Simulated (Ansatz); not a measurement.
## Stability checks on a candidate for Al

The cell was reached from a generator's guess, though it ends in a space group that the Crystallography Open Database lists for this formula.

All numbers below come from DFT PBE, scalar-relativistic, plane waves, PAW (Ansatz 0.2.0). The final run on the 1-atom cell used 420 eV, a Γ-centred 24×24×24 mesh, 0.10 eV smearing and no spin polarisation.

```
Al
1.0
     0.00000    2.01986    2.01986
     2.01986    0.00000    2.01986
     2.01986    2.01986    0.00000
Al
1
Direct
  0.00000 0.00000 0.00000
```

Energies count from the standard state of Al at the same level.

Question: These tests were run: phonons on a 3×3×3 q mesh; elastic tensor. What do they show?

Answer:

```csv
test,result
phonons on a 3×3×3 q mesh,no imaginary mode on the mesh
elastic tensor,least eigenvalue 22 GPa
```

It fails none of these tests. Whether a mixture of other phases lies lower isn't tested here.

The k mesh leaves some 4 meV/atom of noise in the energy of each metallic cell. The run for the phonons used a 24×24×24 k mesh and Fermi–Dirac smearing of 0.15 eV. The run for the elastic tensor used a 24×24×24 k mesh and Fermi–Dirac smearing of 0.15 eV.
